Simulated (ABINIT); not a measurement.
The system is Au.

```
Au
1.0
     0.00000    2.03500    2.03500
     2.03500    0.00000    2.03500
     2.03500    2.03500    0.00000
Au
1
Direct
  0.00000 0.00000 0.00000
```

Base run:

| Property | Result |
| --- | --- |
| Program | ABINIT 10.8.3 (patched build) |
| Functional | PBEsol |
| Potentials or basis | PseudoDojo NC SR PBEsol v0.4.1 standard |
| Cutoff | 871 eV |
| k mesh | 12 × 12 × 12, with 4 shifts |
| Occupations | gaussian, width 0.1 eV |
| Spin | no spin polarisation |

Its results: pressure -0.3 GPa.

Question: The run is repeated on the same cell with these changes: k mesh from 12 × 12 × 12, with 4 shifts to 8 × 8 × 8; occupations from gaussian, width 0.1 eV to fermi-dirac, width 0.05 eV. What comes out?

Answer: Pressure 0.7 GPa.

Caveats: the cutoff is short for stress, so the pressure is rough.
